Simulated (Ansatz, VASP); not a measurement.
MgO: VASP beside Ansatz

INCAR

```
SYSTEM = MgO
PREC = Accurate ; ENCUT = 520
EDIFF = 1E-7 ; ISMEAR = 0
SIGMA = 0.02 ; LREAL = .False.
LASPH = .True. ; NELM = 100
ALGO = Fast ; ISIF = 2
LWAVE = .False. ; LCHARG = .False.
GGA = PE ; NBANDS = 16
```

File KPOINTS:

```
regular mesh
0
Gamma
  9 9 6
  0 0 0
```

POSCAR

```
MgO
1.0
    3.3872252763     -0.0341665031     -0.0252413757
   -1.7232016978      3.0069671457      0.0395225778
   -0.0302490184      0.0372263473      4.1064713739
Mg O
2 2
Direct
    0.6485934827      0.3393281133      0.7483652627
    0.3423554303      0.6713101430      0.2612636514
    0.6776909869      0.3276167576      0.2527500925
    0.3313601001      0.6617449860      0.7376185999
```

Input for Ansatz:

```yaml
crystal:
  lattice:
    - [3.3872252763, -0.0341665031, -0.0252413757]
    - [-1.7232016978, 3.0069671457, 0.0395225778]
    - [-0.0302490184, 0.0372263473, 4.1064713739]
  atoms:
    - { symbol: Mg, position: [0.6485934827, 0.3393281133, 0.7483652627] }
    - { symbol: Mg, position: [0.3423554303, 0.671310143, 0.2612636514] }
    - { symbol: O, position: [0.6776909869, 0.3276167576, 0.2527500925] }
    - { symbol: O, position: [0.3313601001, 0.661744986, 0.7376185999] }
basis:
  ecutwfc: 420
kpoints:
  mp_grid: { grid: [9, 9, 6] }
hamiltonian:
  xc: pbe
scf:
  occupations: { method: gaussian, width: 0.02 }
output:
  forces: true
  stress: true
  eigenvalues: true
```

Change from the starting cell: all atoms moved at random, cell strained at random.

Alike in both runs: task single point; functional PBE; k mesh 9 × 9 × 6; occupations gaussian, width 0.02 eV; no spin polarisation.

|  | VASP | Ansatz |
| --- | --- | --- |
| version | VASP 6.6.1 | Ansatz 0.2.0 |
| potentials or method | VASP PAW PBE potentials, release 64 (Mg, O) | scalar-relativistic, plane waves, PAW |
| plane-wave cutoff (eV) | 520 | 420 |
| valence electrons in the cell | 16 | 32 |

Ansatz gave:

| Item | Value |
| --- | --- |
| gap on the k mesh at the Fermi level (eV) | 3.71 |
| least direct gap on the mesh (eV) | 3.71 |
| pressure (GPa) | 14.5 |
| largest component of the traceless stress (GPa) | 2.84 |
| rms of the force components (eV/Å) | 0.612 |

Q: What did VASP give for the same quantities?

A: gap on the k mesh at the Fermi level (eV): 3.70; least direct gap on the mesh (eV): 3.70; pressure (GPa): 14.0; largest component of the traceless stress (GPa): 2.82; rms of the force components (eV/Å): 0.620.

Atom by atom the forces differ by 0.007 eV/Å (rms over components). The functional is the same, so the differences come from potentials, cutoffs and numerics. The two sets of potentials don't hold the same shells in valence.

Caveats: forces of over 1 eV/Å show positions far from the minimum, so gaps and moduli don't describe the material at rest.
